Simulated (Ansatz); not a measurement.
I need a short molecular-dynamics run of BaO, space group Fm-3m. Use Ansatz 0.2.0 through its Python package. Settings: LDA, PAW, cutoff 422 eV, 2×2×2 k-points, cold smearing of 0.05 eV.

```
CELL_PARAMETERS angstrom
0.00000 2.75000 2.75000
2.75000 0.00000 2.75000
2.75000 2.75000 0.00000
ATOMIC_POSITIONS crystal
Ba 0.00000 0.00000 0.00000
O 0.50000 0.50000 0.50000
```

`md_bao.py`:
```python
import warnings

import ansatz as az
from ase import Atoms
from ase.neighborlist import neighbor_list
import numpy as np

SETTINGS = {
    'functional': 'LDA',
    'max_iterations': 150,
    'occupations': 'cold',
    'n_steps': 12,
    'temperature_k': 100,
}


def main() -> None:
    warnings.simplefilter('ignore', az.DeckWarning)

    vectors = np.array([
        [0.0, 2.75, 2.75],
        [2.75, 0.0, 2.75],
        [2.75, 2.75, 0.0],
    ])
    crystal = (
        az.Lattice.of(vectors)
        .atom('Ba', [0.0, 0.0, 0.0])
        .atom('O', [0.5, 0.5, 0.5])
    )

    base = (
        crystal.supercell(2, 2, 1).calculation()
        .kpoints(2)
        .functional(SETTINGS['functional'])
        .scf(max_iterations=SETTINGS['max_iterations'])
        .occupations(SETTINGS['occupations'], width=50 * az.meV)
        .basis(31 * az.Ry)
        .md(az.Ensemble.NVT_LANGEVIN, timestep=1.0, steps=SETTINGS['n_steps'], temperature=SETTINGS['temperature_k'], friction=0.01, seed=986)
    )
    steps = []


    def collect(event):
        if event['event'] == 'md_step':
            steps.append(event['data'])


    outcome = base.session().plan().execute(on_event=collect)
    r = outcome.report

    for s in steps[::1]:
        print('%3d %7.1f fs  total %.4f eV  T %6.1f K' % (s['step'], s['time_fs'], s['lagrangian_ev'] + s['e_kin_ev'], s['temperature_k']))

    temperature = np.array([s['temperature_k'] for s in steps])
    print(f'mean temperature of the second half {temperature[len(steps) // 2 :].mean():.1f} K')

    symbols = [site.symbol for site in outcome.lattice.sites]
    pairs = np.concatenate([neighbor_list('d', Atoms(symbols, positions=s['positions_ang'], cell=outcome.lattice.cell_ang, pbc=True), 4.5) for s in steps[len(steps) // 2 :]])
    counts, edges = np.histogram(pairs, bins=np.arange(0.5, 4.51, 0.25))
    for low, count in zip(edges, counts / (len(symbols) * len(steps[len(steps) // 2 :]))):
        print(f'{low:4.2f}-{low + 0.25:4.2f} A  {count:6.2f} neighbours an atom')

    print('last positions (A) and velocities (A/fs)')
    for site, xyz, vel in zip(outcome.lattice.sites, steps[-1]['positions_ang'], steps[-1]['velocities_ang_fs']):
        print(f'{site.symbol:2s}', ' '.join(f'{v:8.4f}' for v in xyz), ' ', ' '.join(f'{v:9.5f}' for v in vel))


if __name__ == '__main__':
    main()
```

```console
$ python md_bao.py
  0     0.0 fs  total -25350.3930 eV  T    0.0 K
  1     1.0 fs  total -25350.3905 eV  T    2.4 K
  2     2.0 fs  total -25350.3894 eV  T    3.5 K
  3     3.0 fs  total -25350.3849 eV  T    7.8 K
  4     4.0 fs  total -25350.3854 eV  T    7.2 K
  5     5.0 fs  total -25350.3817 eV  T   10.7 K
  6     6.0 fs  total -25350.3832 eV  T    9.1 K
  7     7.0 fs  total -25350.3828 eV  T    9.4 K
  8     8.0 fs  total -25350.3800 eV  T   11.9 K
  9     9.0 fs  total -25350.3773 eV  T   14.3 K
 10    10.0 fs  total -25350.3743 eV  T   17.0 K
 11    11.0 fs  total -25350.3710 eV  T   19.9 K
 12    12.0 fs  total -25350.3711 eV  T   19.5 K
mean temperature of the second half 14.4 K
0.50-0.75 A    0.00 neighbours an atom
0.75-1.00 A    0.00 neighbours an atom
1.00-1.25 A    0.00 neighbours an atom
1.25-1.50 A    0.00 neighbours an atom
1.50-1.75 A    0.00 neighbours an atom
1.75-2.00 A    0.00 neighbours an atom
2.00-2.25 A    0.00 neighbours an atom
2.25-2.50 A    0.00 neighbours an atom
2.50-2.75 A    3.11 neighbours an atom
2.75-3.00 A    2.89 neighbours an atom
3.00-3.25 A    0.00 neighbours an atom
3.25-3.50 A    0.00 neighbours an atom
3.50-3.75 A    0.00 neighbours an atom
3.75-4.00 A   12.00 neighbours an atom
4.00-4.25 A    0.00 neighbours an atom
4.25-4.50 A    0.00 neighbours an atom
last positions (A) and velocities (A/fs)
Ba  -0.0020  -0.0003  -0.0008    -0.00017  -0.00023  -0.00033
O    2.7440   2.7432   2.7505    -0.00066  -0.00113  -0.00009
Ba   2.7510   0.0027   2.7506     0.00029   0.00068   0.00016
O    5.5136   2.7544   5.5005     0.00058   0.00032   0.00107
Ba   0.0002   2.7478   2.7517    -0.00018  -0.00013   0.00038
O    2.7300   5.5042   5.5096    -0.00198   0.00110   0.00179
Ba   2.7490   2.7523   5.4999    -0.00018   0.00025  -0.00009
O    5.4912   5.5027   8.2539    -0.00183   0.00045   0.00012
```

What to keep in mind:
- The settings weren't tested for convergence.
- Energy and stress may still move on a finer k-point mesh.
- The structure is a deposited one; some such entries were measured under pressure or heat, so a shift against it needn't be the functional's error alone.
- A small cell, a coarse mesh and a very short run: it shows the set-up and gives no equilibrium averages.
- The whole script took 28 s on 1 thread of Arm Neoverse V1 (shared host), peak memory 0.52 GiB.
